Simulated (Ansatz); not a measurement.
# SnTe (Fm-3m) in Ansatz: further runs, part 2 of 2

Ansatz 0.2.0. Earlier steps stand in the parts before.

**3. Relaxation of cell and atoms, revPBE+D4**

input.yaml reads:

```yaml
crystal:
  lattice:
    - [0.0, 3.15085, 3.15085]
    - [3.15085, 0.0, 3.15085]
    - [3.15085, 3.15085, 0.0]
  atoms:
    - { symbol: Te, position: [0.5, 0.5, 0.5] }
    - { symbol: Sn, position: [0.0, 0.0, 0.0] }
hamiltonian:
  xc: revpbe
  pseudopotentials: { kind: paw }
  dispersion: d4
kpoints:
  mp_grid: { grid: [7, 7, 7] }
scf:
  occupations: { method: fermi_dirac, width: 0.05 }
output:
  forces: true
  stress: true
relax:
  f_tol: 0.01
  max_steps: 40
  cell: { stress_tol: 0.05 }
```

Potentials or basis: Ansatz PAW.

Launch:

```sh
ansatz run input.yaml --threads 2 --pin off --max-ram 5120MiB --backend cpu --events-out ev --progress --plain --runs-dir out
```

Log:

```text
Warning: RAYON_NUM_THREADS=2 ignored (pool sized by the plan → 2); use --threads N
Engine: ansatz 0.2.0, aarch64-unknown-linux-gnu
Pseudopotentials: kind: paw
Pseudopotential: Te, paw, valence charge 16, recommended cutoff 420 eV (normal), Te.paw.azcp
Pseudopotential: Sn, paw, valence charge 14, recommended cutoff 420 eV (normal), Sn.paw.azcp
Functional definition: revPBE
  parameter kappa = 1.245
  parameter beta = 0.06672455060314922
  exchange = pbe_x(kappa = kappa, mu = beta*pi^2/3)
  correlation = pbe_c(beta = beta)
Crystal: 2 atoms, lattice volume = 62.562 Å³
Basis set: ecut = 420 eV, 1243 PW (Γ), exchange–correlation on 60×60×60 points (8 copies of the dense FFT grid, shifted against one another)
Bands: 19, of which v1, the nominal top of the filled ones, is band 15 counted from 1 (14 counted from 0)
Symmetry: 48 space group operations
Space group: Fm-3m (ITA 225), of the structure as read, at distance tolerance 4.0e-5 Å
k-points: 20 of 343
Non-local potential: Te, projectors of the file, l = 0: 2, l = 1: 2, l = 2: 2, l = 3: 2
Non-local potential: Sn, projectors of the file, l = 0: 2, l = 1: 2, l = 2: 2, l = 3: 2
PAW form: soft (Blöchl's): semilocal exchange-correlation on the pseudo side does not see the compensation charge
PAW frozen core: Te, regenerated for the run's functional, and the local potential with it (the file was generated under x = pbe(κ = 0.804, μ = 0.2195149727645171), c = pbe(β = 0.06672455060314922))
PAW frozen core: Sn, regenerated for the run's functional, and the local potential with it (the file was generated under x = pbe(κ = 0.804, μ = 0.2195149727645171), c = pbe(β = 0.06672455060314922))
PAW one-centre angular grid: Te, 590 points (default); XC on 64 Gauss nodes
PAW one-centre angular grid: Sn, 590 points (default); XC on 64 Gauss nodes
Initial density: superposition of atomic densities (neutral atoms: chi_scale 0, normalization atom), corrected by the library's trained network
Initial wavefunctions: pseudopotential atomic-orbital guess
Functional: x = revpbe(κ = 1.245, μ = 0.2195149727645171), c = pbe(β = 0.06672455060314922)
SCF iter   1: F=—  HF=-13018.486655 eV  |F-HF|=—  |Δ(HF+E_count)|=         —  Δρ=1.50e-3  dr2=1.12e-3  ethr=1.77e-3  ⟨swp⟩=6.1  Hψ=1978  notcnv=0
preconditioner: auto → none  [insulator: Δε(μ)=0.664 eV  Ē_g=8.687 eV  σ=0.050 eV  W_gap=1.00  n_scr=14 (ndim 8)  ℏωp=14.8 eV  f_vac=0.009  D(μ)=0.00/eV (n_scr^D=0)  ε∞_Penn≈3.9]
[... 59 lines left out ...]
Free energy (F): -13018.485248 eV
Harris-Foulkes:  -13018.485248 eV  (|F-HF|=1.82e-12)
Internal energy: -13018.485169 eV  (E = F + TS)
E sigma→0 (E₀):  -13018.485208 eV
Entropy (-TS):   -0.000078 eV (-0.039 meV/atom)
Fermi energy:    9.962405 eV
--- Per-component energies (eV) ---
  E_band       = -349.406360
  E_kinetic    = 365.903087
  E_local      = -2142.013835  (includes V_loc(G=0)·N_el)
  E_nonlocal   = -344.180235
  E_hartree    = 1350.607647
  E_xc         = -508.314774
  E_vxc        = -200.417147  (∫ρ·V_xc dr)
  E_paw        = -8807.717256  (= ΣΔE_a)
  E_vpaw       = -729.913368  (= ΣTr[D̂ρ^β])
  E_aug_tail   = -0.000156  (compensation charges beyond the density's cutoff)
  E_ewald      = -2931.380603
  E_disp       = -1.380242  (pairwise vdW)
  E_core_change = -0.008803  (= ΣΔE_core)
  E_smearing   = -0.000078  (= −TS)
  E_closure    = -0.000000  (closes the sum)
  Σ components = -13018.485248   (vs F -13018.485248, Δ=0.00e0)
--- Forces (eV/Å), atoms counted from 1 ---
  atom   1  Te     0.00000000    -0.00000000    -0.00000000
  atom   2  Sn    -0.00000000    -0.00000000    -0.00000000
  max |Σ_I F_I| component: 1.56e-29 eV/Å
--- Stress (GPa, compression-positive) ---
       -0.000805      -0.000000       0.000000
       -0.000000      -0.000805      -0.000000
       -0.000000      -0.000000      -0.000805
  P = ⅓ Tr σ = -0.0008 GPa (-0.008 kbar)
--- Relaxed structure (3 steps of the walk, 3 accepted, 1 SCFs on fresh bases) ---
  F+E_penalty+E_count = -13018.48524764 eV   max|allowed force component| = 9.006e-30 eV/Å   (the final SCF, on the basis selected at the relaxed cell)
  cell:  # Å, volume = 62.1860 Å³
    - [1.146458707401508e-34, 3.144518938208883, 3.144518938208883]
    - [3.144518938208883, 2.038148813158236e-34, 3.144518938208883]
    - [3.144518938208883, 3.144518938208883, 3.8215290246716924e-35]
  atoms:
    - { symbol: Te, position: [0.5, 0.5, 0.5] }
    - { symbol: Sn, position: [-7.162985078543773e-37, 7.9588723095304e-37, 1.4325970157377086e-36] }
```

Wall time 3.4 s (2 threads of Arm Neoverse V2, shared host); peak memory 0.33 GiB.

What came out:

```
Free energy                            : -13018.4852 eV
Relaxed volume                         : 31.09 Å³/atom
Relaxed cell                           : a = 4.447 Å, b = 4.447 Å, c = 4.447 Å, α = 60.00°, β = 60.00°, γ = 60.00°
Space group after relaxing (to 0.05 Å) : Fm-3m (No. 225)
Energy gained by relaxing              : 0.2 meV/atom
Ionic steps                            : 4
Pressure after relaxing                : 0.0 GPa
```

Step by step:
| step | energy change (eV) | largest force (eV/Å) | volume (Å³) |
| --- | --- | --- | --- |
| 1 | 0.0000 | 0.0000 | 62.56 |
| 2 | -0.0004 | 0.0000 | 62.07 |
| 3 | -0.0004 | 0.0000 | 62.19 |
| 4 | -0.0003 | 0.0000 | 62.19 |

Final structure:
```cif
data_structure
_symmetry_space_group_name_H-M 'P 1'
_symmetry_Int_Tables_number 1
_cell_length_a 4.4470
_cell_length_b 4.4470
_cell_length_c 4.4470
_cell_angle_alpha 60.000
_cell_angle_beta 60.000
_cell_angle_gamma 60.000
_cell_volume 62.19
loop_
_atom_site_label
_atom_site_type_symbol
_atom_site_fract_x
_atom_site_fract_y
_atom_site_fract_z
_atom_site_occupancy
Te1 Te 0.50000 0.50000 0.50000 1
Sn1 Sn 0.00000 0.00000 0.00000 1
```

Caveat: this odd mesh misses L, where the gap lies, so gap, dielectric constants and Born charges aren't listed; the plane-wave basis is chosen anew once the cell has moved, so the energies of steps on either side of that aren't comparable; the PAW data sets come from PBE, with cores solved anew for the run's functional, which leaves a small shift of forces and pressure. The run has no spin-orbit coupling, so splittings on Te are missing.

**4. Relaxation of cell and atoms, rPW86-PBE**

input.yaml, as its differences from that of step 3:

```diff
@@ -9,5 +9,4 @@
 hamiltonian:
-  xc: revpbe
+  xc: { exchange: rpw86, correlation: pbe }
   pseudopotentials: { kind: paw }
-  dispersion: d4
 kpoints:
```

Launch:

```sh
ansatz run input.yaml --threads 2 --pin off --max-ram 5120MiB --backend cpu --events-out ev --progress --plain --runs-dir out
```

Wall time 3.9 s (2 threads of Arm Neoverse V2, shared host); peak memory 0.35 GiB.

The run converged. Its results:

```yaml
Free_energy: -13105.6709 eV
Relaxed_volume: 35.31 Å³/atom
Relaxed_cell: a = 4.640 Å, b = 4.640 Å, c = 4.640 Å, α = 60.00°, β = 60.00°, γ = 60.00°
Space_group_after_relaxing_to_0.05_Å: Fm-3m (No. 225)
Energy_gained_by_relaxing: 63.2 meV/atom
Ionic_steps: 5
Pressure_after_relaxing: 0.0 GPa
```

Step by step:
| step | energy change (eV) | largest force (eV/Å) | volume (Å³) |
| --- | --- | --- | --- |
| 1 | 0.0000 | 0.0000 | 62.56 |
| 2 | -0.1212 | 0.0000 | 72.17 |
| 3 | -0.1248 | 0.0000 | 70.91 |
| 4 | -0.1250 | 0.0000 | 70.62 |
| 5 | -0.1264 | 0.0000 | 70.62 |

Final structure:
```xyz
2
Lattice="0.0000 3.2806 3.2806 3.2806 0.0000 3.2806 3.2806 3.2806 0.0000" Properties=species:S:1:pos:R:3 pbc="T T T"
Te    3.2806    3.2806    3.2806
Sn    0.0000    0.0000    0.0000
```

Caveat: this odd mesh misses L, where the gap lies, so gap, dielectric constants and Born charges aren't listed; the plane-wave basis is chosen anew once the cell has moved, so the energies of steps on either side of that aren't comparable; the volume moved by +13 % from the deposited cell, more than functionals usually miss; the PAW data sets come from PBE, with cores solved anew for the run's functional, which leaves a small shift of forces and pressure. Zero-point motion and thermal expansion aren't in these numbers.

**5. Single point, PBE**

input.yaml reads:

```yaml
crystal:
  lattice:
    - [0.0, 3.15085, 3.15085]
    - [3.15085, 0.0, 3.15085]
    - [3.15085, 3.15085, 0.0]
  atoms:
    - { symbol: Te, position: [0.5, 0.5, 0.5] }
    - { symbol: Sn, position: [0.0, 0.0, 0.0] }
hamiltonian:
  xc: pbe
  pseudopotentials: { kind: paw }
kpoints:
  mp_grid: { grid: [3, 3, 3] }
scf:
  occupations: { method: fermi_dirac, width: 0.05 }
output:
  forces: true
  stress: true
  eigenvalues: true
  write_density: true
  write_potential: true
  elf: true
  volumetric_format: npy
```

Launch:

```sh
ansatz run input.yaml --threads 2 --pin off --max-ram 5120MiB --backend cpu --events-out ev --progress --plain --runs-dir out
```

Wall time 0.64 s (2 threads of Arm Neoverse V2, shared host); peak memory 0.3 GiB.

It converged, with:

```yaml
Free_energy: -13004.8148 eV
Pressure: 2.3 GPa
```

Levels at points of the mesh, in eV from the Fermi level:
```
           k point  band 13  band 14  band 15  band 16  band 17  band 18
(0.00, 0.00, 0.00)    -2.30    -2.30    -2.30     3.20     3.20     3.20
```

Caveat: the k mesh is coarse (spacing up to 0.58 Å⁻¹), so the values aren't converged; this odd mesh misses L, where the gap lies, so gap, dielectric constants and Born charges aren't listed. The run has no spin-orbit coupling, so splittings on Te are missing.

**6. The runs side by side**

| task | level | cell | k mesh | mesh quality | pressure (GPa) | relaxed volume (Å³/atom) |
| --- | --- | --- | --- | --- | --- | --- |
| relaxation of cell and atoms | RPBE+D3(BJ) | relaxed | 7 × 7 × 7 | not flagged | 0.0 | 25.31 |
| relaxation of cell and atoms | revPBE+D4 | relaxed | 7 × 7 × 7 | not flagged | 0.0 | 31.09 |
| relaxation of cell and atoms | rPW86-PBE | relaxed | 7 × 7 × 7 | not flagged | 0.0 | 35.31 |
| single point | PBE | as given | 3 × 3 × 3 | coarse | 2.3 | - |

Alike in all rows: potentials or basis Ansatz PAW; no spin polarisation; cutoff (eV) 420; smearing fermi-dirac 0.05 eV.

Caveats: some runs use coarse meshes; the plane-wave basis is chosen anew once the cell has moved, so the energies of steps on either side of that aren't comparable (some runs); the PAW data sets come from PBE, with cores solved anew for the run's functional, which leaves a small shift of forces and pressure (some runs); the volume moved by over 15 % at a fixed basis, so the end points are rough (some runs); the volume moved by -19 % from the deposited cell, more than functionals usually miss (some runs); the volume moved by +13 % from the deposited cell, more than functionals usually miss (some runs).

Absolute energies hang on the potentials; compare differences alone.
